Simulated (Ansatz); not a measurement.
**Work and stress of cleavage in Al3Cu2**

Level of theory: DFT PBEsol, scalar-relativistic, plane waves, PAW (Ansatz). Cutoff 420 eV, Γ-centred 13×13×5 k-points, Gaussian smearing of 0.15 eV. No spin polarisation. Energies are free energies at this smearing, counted from the undisturbed cell; pressure is positive in compression.

Reference structure (relaxed at this level; it needn't be the usual structure):

```
Al Cu
1.0
    -2.04929   -3.54948    0.00000
     2.04929   -3.54948    0.00000
     0.00000    0.00000    9.96420
Al Cu
6 4
Direct
  0.00000 0.00000 0.53945
  0.00000 0.00000 0.03945
  0.66667 0.66667 0.71520
  0.66667 0.66667 0.21520
  0.33333 0.33333 0.86370
  0.33333 0.33333 0.36370
  0.66667 0.66667 0.96059
  0.66667 0.66667 0.46059
  0.33333 0.33333 0.61831
  0.33333 0.33333 0.11831
```

The cut lies on the cell's a–b face, a (0 0 1) plane (indices in the standard cell, whose axes needn't be the Cartesian ones shown) of area 14.55 Å², between layers 0.79 Å apart. Vector c is lengthened by d along the normal with the atoms' Cartesian places fixed: one unrelaxed cut a cell. The traction is positive where the two halves pull on each other.

```csv
d (Å),energy (J/m²),traction (GPa)
-0.30,0.55,-42.7
-0.15,0.12,-16.7
0.00,0.00,-0.2
0.25,0.21,14.6
0.50,0.65,19.7
0.75,1.15,19.9
1.00,1.63,17.8
1.50,2.37,11.9
2.00,2.84,7.2
3.00,3.27,2.2
4.50,3.40,0.2
6.00,3.41,0.0
```

Problem. What are the work of separation and the cleavage stress, and do they fit the universal binding curve?

Solution. The energy levels off near W ≈ 3.41 J/m² (the traction is down to 0.0 GPa), the energy of the two unrelaxed faces, 1.71 J/m² each on average. The largest sampled traction is 19.9 GPa at d = 0.75 Å, and a parabola through it and its two neighbours peaks at σ_max ≈ 20.1 GPa, d ≈ 0.64 Å. The curve E = W[1 − (1 + d/ℓ)exp(−d/ℓ)] peaks in traction at d = ℓ with σ_max = W/(eℓ); with 1 J/m² per Å = 10 GPa this W and σ_max give ℓ = 0.62 Å. A parabola through that curve at the same three d peaks at 0.64 Å, against 0.64 Å here, a fair fit. Real crystals break at far lower stress, because cracks concentrate it, and on the plane of lowest W, which needn't be this one.

The cut is rigid; relaxing the faces lowers these energies and usually the stresses.

In a metal these slopes depend on the k mesh and the smearing.

Cost: 12 runs of about 8.9 core-minutes in all, on Intel Xeon 6975P-C (Granite Rapids) (shared hosts).